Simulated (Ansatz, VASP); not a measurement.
**One calculation of MgB2, two programs**

INCAR

```
SYSTEM = MgB2
PREC = Accurate
ENCUT = 520
EDIFF = 1E-6
ISMEAR = -1
SIGMA = 0.05
LREAL = .FALSE.
LASPH = .TRUE.
NELM = 80
ALGO = Normal
ISIF = 2
LWAVE = .FALSE.
LCHARG = .TRUE.
LELF = .TRUE.
LVHAR = .TRUE.
NBANDS = 11
```

Contents of KPOINTS:

```
regular mesh
0
G
  10 10 8
  0 0 0
```

File POSCAR:

```
MgB2
1.0
    3.0642946782      0.0000000000      0.0000000000
   -1.5321473391      2.6537570360      0.0000000000
    0.0000000000      0.0000000000      3.4993549923
Mg B
1 2
Direct
    0.0000000000      0.0000000000      0.0000000000
    0.6666666667      0.3333333333      0.5000000000
    0.3333333333      0.6666666667      0.5000000000
```

input.yaml

```yaml
crystal:
  lattice:
    - [3.0642946782, 0.0, 0.0]
    - [-1.5321473391, 2.653757036, 0.0]
    - [0.0, 0.0, 3.4993549923]
  atoms:
    - { symbol: Mg, position: [0.0, 0.0, 0.0] }
    - { symbol: B, position: [0.6666666667, 0.3333333333, 0.5] }
    - { symbol: B, position: [0.3333333333, 0.6666666667, 0.5] }
kpoints:
  mp_grid: { grid: [10, 10, 8] }
scf:
  occupations: { method: fermi_dirac, width: 0.05 }
hamiltonian:
  xc: lda
  pseudopotentials: { kind: all_electron, lapw: { basis_error: 0.002 } }
output:
  forces: true
  stress: true
  eigenvalues: true
```

Change from the starting cell: volume scaled by 0.98.

Alike in both runs: task single point; functional LDA; k mesh 10 × 10 × 8; occupations fermi-dirac, width 0.05 eV; no spin polarisation.

|  | VASP | Ansatz |
| --- | --- | --- |
| version | VASP 6.6.1 | Ansatz 0.2.0 |
| potentials or method | VASP PAW LDA potentials, release 64 (Mg, B) | all-electron LAPW, scalar-relativistic |
| plane-wave cutoff (eV) | 520 | see its input |

Ansatz gave:

```
gap on the k mesh at the Fermi level (eV)       : none
pressure (GPa)                                  : -4.6
largest component of the traceless stress (GPa) : 0.29
```

Question: What did VASP give for the same quantities?

Answer: gap on the k mesh at the Fermi level (eV): none; pressure (GPa): -5.2; largest component of the traceless stress (GPa): 0.41.

A gap of «none» marks a metal or a gap that the smearing closes. Ansatz ran all-electron here, so the differences hold the error of VASP's frozen core and of both bases.
